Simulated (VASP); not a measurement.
# H in VASP: a series of runs

One molecule, H, is run at these levels: PBE+D3(BJ), HSE06+D3(BJ), r2SCAN+rVV10; tasks: single point.

All numbers are computed with VASP 6.6.1; they aren't measurements. Logs are shortened: lines on timing, memory, paths and dates and some standing lists are left out, and cuts for length are marked.

## Step 1: The structure

The cell holds a molecule in a box, 1 atom: a = 10.500 Å, b = 11.000 Å, c = 11.500 Å, α = 90.00°, β = 90.00°, γ = 90.00°.

## Step 2: Single point, PBE+D3(BJ), collinear spin, ferromagnetic start

Input file INCAR:

```
SYSTEM = H
  ALGO = Normal
  EDIFF = 1E-7
  ENCUT = 250
  GGA = PE
  ISIF = 2
  ISMEAR = 0
  ISPIN = 2
  ISYM = 0
  IVDW = 12
  LASPH = .True.
  LCHARG = .False.
  LORBIT = 11
  LREAL = .False.
  LWAVE = .False.
  MAGMOM = 1.1
  NELM = 60
  NUPDOWN = 1
  PREC = Accurate
  SIGMA = 0.01
```

Input file KPOINTS:

```
k-points
0
Gamma
  1 1 1
  0 0 0
```

Input file POSCAR:

```
H                                       
1.0
   10.5000000000      0.0000000000      0.0000000000
    0.0000000000     11.0000000000      0.0000000000
    0.0000000000      0.0000000000     11.5000000000
  H             
     1
Selective dynamics
Direct
     0.5000000000000000    0.5045454544999970    0.5000000000000000   F   F   F
```

Potentials or basis: VASP PAW PBE potentials, release 64 (H).

Command:

```bash
$ cat potpaw_PBE.64/H/POTCAR > POTCAR
$ mpirun -np 4 vasp_gam > vasp.out
```

OUTCAR:

```text
SYSTEM = H
   EDIFF = 1E-7
   ENCUT = 250
   GGA = PE
   ISIF = 2
   ISMEAR = 0
   ISPIN = 2
   ISYM = 0
   IVDW = 12
   LASPH = .True.
   LORBIT = 11
   LREAL = .False.
   NELM = 60
   NUPDOWN = 1
   PREC = Accurate
 IVDW          = 12

 ion  position               nearest neighbor table
   1  0.500  0.505  0.500-

IMPORTANT INFORMATION: All symmetrisations will be switched off!
NOSYMM: (Re-)initialisation of all symmetry stuff for point group C_1.

----------------------------------------------------------------------------------------

                                     Primitive cell

  volume of cell :    1328.2500

  direct lattice vectors                    reciprocal lattice vectors
    10.500000000  0.000000000  0.000000000     0.095238095  0.000000000  0.000000000
     0.000000000 11.000000000  0.000000000     0.000000000  0.090909091  0.000000000
     0.000000000  0.000000000 11.500000000     0.000000000  0.000000000  0.086956522

  length of vectors
    10.500000000 11.000000000 11.500000000     0.095238095  0.090909091  0.086956522

  position of ions in fractional coordinates (direct lattice)
     0.500000000  0.504545454  0.500000000

  ion indices of the primitive-cell ions
   primitive index   ion index
                 1           1

----------------------------------------------------------------------------------------

 KPOINTS: k-points

Automatic generation of k-mesh.
 Grid dimensions read from file:
 generate k-points for:    1    1    1

 Generating k-lattice:

  Cartesian coordinates                     Fractional coordinates (reciprocal lattice)
     0.095238095  0.000000000  0.000000000     1.000000000  0.000000000  0.000000000
     0.000000000  0.090909091  0.000000000     0.000000000  1.000000000  0.000000000
     0.000000000  0.000000000  0.086956522     0.000000000  0.000000000  1.000000000

  Length of vectors
     0.095238095  0.090909091  0.086956522

  Shift w.r.t. Gamma in fractional coordinates (k-lattice)
     0.000000000  0.000000000  0.000000000

 Subroutine IBZKPT returns following result:
 ===========================================

 Found      1 irreducible k-points:

 Following reciprocal coordinates:
            Coordinates               Weight
  0.000000  0.000000  0.000000      1.000000
   k-points           NKPTS =      1   k-points in BZ     NKDIM =      1   number of bands    NBANDS=      8
   number of dos      NEDOS =    301   number of ions     NIONS =      1
   total plane-waves  NPLWV = 194400
   dimension x,y,z NGX =    54 NGY =   60 NGZ =   60
   dimension x,y,z NGXF=   108 NGYF=  120 NGZF=  120
   ions per type =               1
   NGX,Y,Z   is equivalent  to a cutoff of   8.55,  9.07,  8.67 a.u.
   NGXF,Y,Z  is equivalent  to a cutoff of  17.10, 18.14, 17.35 a.u.
 SYSTEM =  H
   PREC   = accura    normal or accurate (medium, high low for compatibility)
   ISTART =      0    job   : 0-new  1-cont  2-samecut
   ICHARG =      2    charge: 1-file 2-atom 10-const
   ISPIN  =      2    spin polarized calculation?
   LNONCOLLINEAR =      F non collinear calculations
   LSORBIT =      F    spin-orbit coupling
   LASPH  =      T    aspherical Exc in radial PAW
   ENCUT  =  250.0 eV  18.37 Ry    4.29 a.u.  13.54 14.18 14.83*2*pi/ulx,y,z
   NELM   =     60;   NELMIN=  2; NELMDL= -5     # of ELM steps
   EDIFF  = 0.1E-06   stopping-criterion for ELM
   LREAL  =      F    real-space projection
   EDIFFG = 0.1E-05   stopping-criterion for IOM
   NSW    =      0    number of steps for IOM
   IBRION =     -1    ionic relax: 0-MD 1-quasi-New 2-CG
   NFREE  =      0    steps in history (QN), initial steepest desc. (CG)
   ISIF   =      2    stress and relaxation
   ISYM   =      0    0-nonsym 1-usesym 2-fastsym
   POTIM  = 0.5000    time-step for ionic-motion
   TEBEG  =    0.0;   TEEND  =   0.0 temperature during run
   PSTRESS=    0.0 pullay stress
   NELECT =       1.0000    total number of electrons
   NUPDOWN=       1.0000    fix difference up-down
   EMIN   =  10.00;   EMAX   =-10.00  energy-range for DOS
   EFERMI =   0.00;   METHOD = LEGACY
   ISMEAR =     0;   SIGMA  =   0.01  broadening in eV -4-tet -1-fermi 0-gaus
   EFERMI_NEDOS =   21; number of points for ismear=-14 and -15
   IALGO  =     38    algorithm
   IMIX   =      4    mixing-type and parameters
     AMIX     =   0.40;   BMIX     =  1.00
     AMIX_MAG =   1.60;   BMIX_MAG =  1.00
  volume/ion in A,a.u.               =    1328.25      8963.47
  Fermi-wavevector in a.u.,A,eV,Ry     =   0.148930  0.281436  0.301778  0.022180
  Thomas-Fermi vector in A             =   0.822895
   LORBIT       =     11    0 simple, 1 ext, 2 COOP (PROOUT), +10 PAW based schemes
   GGA     = PE    functional components
   LHFCALC =     F    Hartree Fock is set to
   AEXX    =    0.0000 exact exchange contribution
   IVDW    =    12    specifies the selected vdW correction
   LEPSILON=     F    determine dielectric tensor
   LRPA    =     F    only Hartree local field effects (RPA)
 spin polarized calculation
 Gauss-broadening in eV      SIGMA  =   0.01
  energy-cutoff  :      250.00
  volume of cell :     1328.25
 maximum number of plane-waves:      5964
 NGX is ok and might be reduce to    54
   NGX = 27   NGY = 29   NGZ = 29

 number of electron       1.0000005 magnetization       1.0000005

 Free energy of the ion-electron system (eV)
  ---------------------------------------------------
  ext. energy  EPLUGINS =         0.00000000
  ---------------------------------------------------
  free energy    TOTEN  =        -1.10855568 eV

  energy without entropy =       -1.10855568  energy(sigma->0) =       -1.10855568

 E-fermi :  -8.0500     XC(G=0):  -0.1205

 val. band max:       -7.5339142629   @ k =   0.0000   0.0000   0.0000
 cond. band min:      -0.2178166590   @ k =   0.0000   0.0000   0.0000
 fundamental gap:      7.3160976039
 Fermi energy:        -7.4750035246

 spin component 1

 k-point     1 :       0.0000    0.0000    0.0000
  band No.  band energies     occupation
      1      -7.5339      1.00000
      2      -0.2178      0.00000
      3       0.5660      0.00000
      4       0.6290      0.00000
      5       0.7019      0.00000
      6       0.9574      0.00000
      7       1.0655      0.00000
      8       1.1813      0.00000
 Fermi energy:        -8.0500055196

 spin component 2

 k-point     1 :       0.0000    0.0000    0.0000
  band No.  band energies     occupation
      1       0.0599      0.00000
      2       1.1739      0.00000
      3       1.1864      0.00000
      4       1.2805      0.00000
      5       1.3118      0.00000
      6       1.4031      0.00000
      7       1.4972      0.00000
      8       2.4228      0.00000

------------------------ aborting loop because EDIFF is reached ----------------------------------------

 Edisp (eV)   -0.00001

 E8    (eV) :    -0.0000

  FORCE on cell =-STRESS in cart. coord.  units (eV):
  Direction    XX          YY          ZZ          XY          YZ          ZX
  --------------------------------------------------------------------------------------
  -------------------------------------------------------------------------------------
  Total      -0.21972    -0.22002    -0.21890     0.00000    -0.00000    -0.00000
  in kB      -0.26504    -0.26540    -0.26404     0.00000    -0.00000    -0.00000
  external pressure =       -0.26 kB  Pullay stress =        0.00 kB

 VOLUME and BASIS-vectors are now :
 -----------------------------------------------------------------------------
  energy-cutoff  :      250.00
  volume of cell :     1328.25
      direct lattice vectors                 reciprocal lattice vectors
    10.500000000  0.000000000  0.000000000     0.095238095  0.000000000  0.000000000
     0.000000000 11.000000000  0.000000000     0.000000000  0.090909091  0.000000000
     0.000000000  0.000000000 11.500000000     0.000000000  0.000000000  0.086956522

 POSITION                                       TOTAL-FORCE (eV/Angst)
 -----------------------------------------------------------------------------------
      5.25000      5.55000      5.75000        -0.000000     -0.000102      0.000001
 -----------------------------------------------------------------------------------
    total drift:                               -0.000000     -0.000102      0.000001

  FREE ENERGIE OF THE ION-ELECTRON SYSTEM (eV)
  ---------------------------------------------------
  free  energy   TOTEN  =        -1.1085665385 eV

  energy  without entropy=       -1.1085665385  energy(sigma->0) =       -1.10856654

 total charge

# of ion       s       p       d       tot
------------------------------------------
    1        0.381   0.000   0.000   0.381

 magnetization (x)

# of ion       s       p       d       tot
------------------------------------------
    1        0.381   0.000   0.000   0.381
```

Run time: 12 s. Hardware: 4 MPI ranks of Intel Xeon 6975P-C (Granite Rapids), shared host; peak memory 0.23 GiB.

Results:

| Item | Value |
| --- | --- |
| Free energy | -1.1086 eV |
| Net moment | 1.00 μB per cell |
| Site moments | H +0.38 μB |
| Valence electrons inside the program's atomic spheres | H 0.38 |
| Dispersion energy per atom | 0.000 eV |

Caveat: the cutoff is under 1.25 times the usual one of these potentials, so pressure, stress and relaxed cells hold a basis-set (Pulay) error; the total moment is fixed, so each spin has its own Fermi level.

## Step 3: Single point, HSE06+D3(BJ), collinear spin, ferromagnetic start

POSCAR is that of step 2.

Input file INCAR.step1:

```
SYSTEM = H
  ALGO = Normal
  EDIFF = 1E-5
  ENCUT = 400
  GGA = PE
  ISIF = 2
  ISMEAR = 0
  ISPIN = 2
  ISYM = 0
  LASPH = .True.
  LCHARG = .False.
  LORBIT = 11
  LREAL = .False.
  LWAVE = .True.
  MAGMOM = 1.1
  NELM = 60
  NUPDOWN = 1
  PREC = Accurate
  SIGMA = 0.01
  TIME = 0.4
```

Input file INCAR.step2:

```
SYSTEM = H
  ALGO = Damped
  EDIFF = 1E-7
  ENCUT = 400
  GGA = PE
  HFSCREEN = 0.2
  ISIF = 2
  ISMEAR = 0
  ISPIN = 2
  ISTART = 1
  ISYM = 0
  IVDW = 12
  LASPH = .True.
  LCHARG = .False.
  LHFCALC = .True.
  LORBIT = 11
  LREAL = .False.
  LWAVE = .False.
  MAGMOM = 1.1
  NELM = 60
  NUPDOWN = 1
  PREC = Accurate
  PRECFOCK = Fast
  SIGMA = 0.01
  TIME = 0.4
  VDW_A1 = 0.383
  VDW_A2 = 5.685
  VDW_S6 = 1.0
  VDW_S8 = 2.31
```

KPOINTS is that of step 2.

Potentials or basis: VASP PAW PBE potentials, release 64 (H).

Command:

```bash
$ cat potpaw_PBE.64/H/POTCAR > POTCAR
$ cp INCAR.step1 INCAR
$ mpirun -np 4 vasp_gam > vasp.out
$ cp INCAR.step2 INCAR
$ mpirun -np 4 vasp_gam > vasp.out
```

OUTCAR:

```text
SYSTEM = H
   EDIFF = 1E-7
   ENCUT = 400
   GGA = PE
   HFSCREEN = 0.2
   ISIF = 2
   ISMEAR = 0
   ISPIN = 2
   ISTART = 1
   ISYM = 0
   IVDW = 12
   LASPH = .True.
   LHFCALC = .True.
   LORBIT = 11
   LREAL = .False.
   NELM = 60
   NUPDOWN = 1
   PREC = Accurate
   PRECFOCK = Fast
 IVDW          = 12

 ion  position               nearest neighbor table
   1  0.500  0.505  0.500-

[... 169 lines left out ...]

  FORCE on cell =-STRESS in cart. coord.  units (eV):
  Direction    XX          YY          ZZ          XY          YZ          ZX
  --------------------------------------------------------------------------------------
  -------------------------------------------------------------------------------------
  Total      -0.03236    -0.04213    -0.03304    -0.00001    -0.00000    -0.00001
  in kB      -0.03904    -0.05082    -0.03985    -0.00001    -0.00000    -0.00001
  external pressure =       -0.04 kB  Pullay stress =        0.00 kB

 VOLUME and BASIS-vectors are now :
 -----------------------------------------------------------------------------
  energy-cutoff  :      400.00
  volume of cell :     1328.25
      direct lattice vectors                 reciprocal lattice vectors
    10.500000000  0.000000000  0.000000000     0.095238095  0.000000000  0.000000000
     0.000000000 11.000000000  0.000000000     0.000000000  0.090909091  0.000000000
     0.000000000  0.000000000 11.500000000     0.000000000  0.000000000  0.086956522

 POSITION                                       TOTAL-FORCE (eV/Angst)
 -----------------------------------------------------------------------------------
      5.25000      5.55000      5.75000         0.000000     -0.012639     -0.000000
 -----------------------------------------------------------------------------------
    total drift:                                0.000000     -0.012639     -0.000000

  FREE ENERGIE OF THE ION-ELECTRON SYSTEM (eV)
  ---------------------------------------------------
  free  energy   TOTEN  =        -1.6521951336 eV

  energy  without entropy=       -1.6521951336  energy(sigma->0) =       -1.65219513

 total charge

# of ion       s       p       d       tot
------------------------------------------
    1        0.383   0.000   0.000   0.383

 magnetization (x)

# of ion       s       p       d       tot
------------------------------------------
    1        0.383   0.000   0.000   0.383
```

OSZICAR.step1:

```text
N       E                     dE             d eps       ncg     rms          rms(c)
DAV:   1     0.279620684309E+01    0.27962E+01   -0.95707E+01    32   0.295E+01
DAV:   2     0.573752121643E+00   -0.22225E+01   -0.22225E+01    56   0.913E+00
[... 15 lines left out ...]
DAV:  18    -0.111544219790E+01   -0.47954E-04   -0.10266E-07    32   0.591E-04    0.166E-04
DAV:  19    -0.111563629397E+01   -0.19410E-03   -0.10831E-07    32   0.619E-04    0.129E-04
DAV:  20    -0.111566453789E+01   -0.28244E-04   -0.13245E-07    32   0.575E-04    0.121E-04
DAV:  21    -0.111567991410E+01   -0.15376E-04   -0.10521E-08    32   0.195E-04    0.303E-05
DAV:  22    -0.111569966182E+01   -0.19748E-04   -0.40979E-09    32   0.109E-04    0.475E-05
DAV:  23    -0.111570896235E+01   -0.93005E-05   -0.24982E-09    40   0.937E-05
   1 F= -.11157090E+01 E0= -.11157090E+01  d E =-.159555E-17  mag=     1.0000
```

Wall time 37 s (4 MPI ranks of Intel Xeon 6975P-C (Granite Rapids), shared host); peak memory 0.46 GiB.

What came out:

```
Free energy                                           : -1.6522 eV
Net moment                                            : 1.00 μB per cell
Site moments                                          : H +0.38 μB
Valence electrons inside the program's atomic spheres : H 0.38
Dispersion energy per atom                            : 0.000 eV
```

Caveat: the PAW data sets were made with another functional, which shifts forces and pressure a little; the total moment is fixed, so each spin has its own Fermi level.

## Step 4: Single point, r2SCAN+rVV10, collinear spin, ferromagnetic start

Input file INCAR:

```
SYSTEM = H
  ALGO = Normal
  BPARAM = 11.95
  CPARAM = 0.0093
  EDIFF = 1E-7
  ENCUT = 400
  ISIF = 2
  ISMEAR = 0
  ISPIN = 2
  ISYM = 0
  IVDW_NL = 2
  LASPH = .True.
  LCHARG = .False.
  LMIXTAU = .True.
  LORBIT = 11
  LREAL = .False.
  LUSE_VDW = .True.
  LWAVE = .False.
  MAGMOM = 1.1
  METAGGA = R2SCAN
  NELM = 60
  NUPDOWN = 1
  PREC = Accurate
  SIGMA = 0.01
```

KPOINTS is that of step 3.

POSCAR is that of step 3.

Command:

```bash
$ cat potpaw_PBE.64/H/POTCAR > POTCAR
$ mpirun -np 4 vasp_gam > vasp.out
```

Wall time 5.3 min (4 MPI ranks of Intel Xeon 6975P-C (Granite Rapids), shared host); peak memory 0.78 GiB.

Results (log left out):

```
Free energy                                           : -1.0752 eV
Net moment                                            : 1.00 μB per cell
Site moments                                          : H +0.38 μB
Valence electrons inside the program's atomic spheres : H 0.38
```

Caveat: the PAW data sets were made with another functional, which shifts forces and pressure a little; the total moment is fixed, so each spin has its own Fermi level.

## Step 5: Summary

| level | cutoff (eV) | further INCAR settings | grid for exact exchange (PRECFOCK) | screening parameter | moment (μB) |
| --- | --- | --- | --- | --- | --- |
| PBE+D3(BJ) | 250 | ALGO = Normal; EDIFF = 1e-07; ISYM = 0 | - | - | 1.00 |
| HSE06+D3(BJ) | 400 | ALGO = Damped; EDIFF = 1e-07; ISYM = 0 | Fast | 0.2 1/A | 1.00 |
| r2SCAN+rVV10 | 400 | ALGO = Normal; EDIFF = 1e-07; ISYM = 0 | - | - | 1.00 |

Alike in all rows: task single point; potentials or basis VASP PAW PBE potentials, release 64 (H); spin collinear, ferromagnetic start; fixed moment (μB) 1; cell as given; k mesh 1 × 1 × 1; smearing gaussian 0.01 eV.

Caveats: the total moment is fixed, so each spin has its own Fermi level; the PAW data sets were made with another functional, which shifts forces and pressure a little (some runs); the cutoff is under 1.25 times the usual one of these potentials, so pressure, stress and relaxed cells hold a basis-set (Pulay) error (some runs).

Total energies depend on the potentials used, so only differences within one code and one set of settings carry meaning.
